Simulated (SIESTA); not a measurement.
**GaAs: single point with PBE**

**Experimental background.**

“Evidence of valence band perturbations in GaAsN/GaAs(001): A combined variable-angle spectroscopic ellipsometry and modulated photoreflectance investigation”, 2008, arxiv:0805.2212 reports, for a bulk crystal of GaAs at 300 K: band gap 1.412 ± 0.01 eV (direct).

Crystal: GaAs.

```
As Ga
1.0
     0.00000    2.82685    2.82685
     2.82685    0.00000    2.82685
     2.82685    2.82685    0.00000
As Ga
1 1
Direct
  0.75000 0.75000 0.75000
  0.00000 0.00000 0.00000
```

```yaml
Program: SIESTA 5.4.2
Task: single point
Functional: PBE
Potentials_or_basis: PseudoDojo 0.4 stringent (PBE files)
Basis: DZP (energy shift 0.003 Ry; two zetas on semicore shells)
Grid_cutoff: 800 Ry
Energy_shift: 0.003 Ry
k_mesh: 8 × 8 × 8
Occupations: fermi-dirac, width 0.05 eV
Spin: no spin polarisation
```

```json
{
  "Pressure": "0.6 GPa",
  "Band gap on the k mesh": "1.48 eV, direct"
}
```

Run time: 110 s on 1 thread of Intel(R) Xeon(R) 6975P-C (Granite Rapids) (shared host), peak memory 0.45 GiB.

Against the measured gap of GaAs, 1.412 eV (direct; 300 K; “Evidence of valence band perturbations in GaAsN/GaAs(001): A combined variable-angle spectroscopic ellipsometry and modulated photoreflectance investigation”, 2008, arxiv:0805.2212), the calculated 1.48 eV is off by +0.07 eV. 3 values of this kind are on record (1.412 to 1.51 eV); this one was drawn at random among those near their median, those with a stated uncertainty first. Spin-orbit coupling on As, Ga is left out. The value is that of PBE in an atomic basis (PseudoDojo 0.4 stringent (PBE files), DZP (energy shift 0.003 Ry; two zetas on semicore shells)), whose error adds to the functional's, on a finite k mesh, which can miss the band edges, without temperature or zero-point motion.

Caveat: short orbitals over semicore shells can move pressures by several GPa; the valence orbitals were made in a potential fitted to the semicore shell under them, which widens gaps by tenths of an eV or more; the basis of atomic orbitals isn't converged, which shifts pressures, moduli and gaps.
